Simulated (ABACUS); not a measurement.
Wanted: the native input for an ABACUS 3.10.1 run.

```
Task                                          : single point
Functional                                    : RPBE
Potentials or basis                           : GBRV ultrasoft 1.5 PBE
Cutoff                                        : 544 eV
Density cutoff                                : 4354 eV
Basis                                         : plane waves
k mesh                                        : 7 × 7 × 7
Occupations                                   : fermi-dirac, width 0.05 eV
Spin                                          : no spin polarisation
Radial cutoff of the potentials (pseudo_rcut) : 10 bohr
SCF threshold on the density                  : 1e-08
Max SCF steps                                 : 100
Eigensolver                                   : dav
Mixing                                        : broyden
Mixing share                                  : 0.7
Symmetry key                                  : 1
Bands                                         : 17
```

The system is Pb.

```
Pb
1.0
    -2.47502    0.00000    2.47502
     0.00000    2.47502    2.47502
    -2.47502    2.47502    0.00000
Pb
1
Direct
  0.00000 0.00000 0.00000
```

These files were run (other wordings do the same):

INPUT

```
INPUT_PARAMETERS
suffix              Pb
calculation         scf
basis_type          pw
pseudo_dir          ./
latname             fcc
symmetry            1
dft_functional      GGA_X_RPBE+GGA_C_PBE
ecutwfc             40
pseudo_rcut         10
nspin               1
nbands              17
ks_solver           dav
smearing_method     fd
smearing_sigma      0.00367493
scf_thr             1e-08
scf_nmax            100
mixing_type         broyden
mixing_beta         0.7
cal_force           1
cal_stress          1
ecutrho             320
out_chg             1
out_pot             2
out_elf             0
kpar                4
```

STRU

```
ATOMIC_SPECIES
Pb 207.2000 pb_pbe_v1.uspp.F.UPF

LATTICE_CONSTANT
9.3542199059

ATOMIC_POSITIONS
Direct

Pb
0.0
1
0.0000000000 0.0000000000 0.0000000000 1 1 1
```

KPT

```
K_POINTS
0
Gamma
7 7 7 0 0 0
```

Potentials or basis: GBRV ultrasoft 1.5 PBE, plane waves.

The run is started by

```console
$ OMP_NUM_THREADS=1 mpirun -np 4 abacus > log
```

Results of the run:

```yaml
Pressure: 4.3 GPa
Band_gap_on_the_k_mesh: none (metal or under the smearing width)
```

Caveat: the potentials were made for another functional, which shifts forces and pressure.

It took 14 s on 4 MPI ranks on Intel(R) Xeon(R) Platinum 8259CL CPU @ 2.50GHz (Skylake/Cascade Lake), with other jobs on the host, peak memory 0.52 GiB a rank.
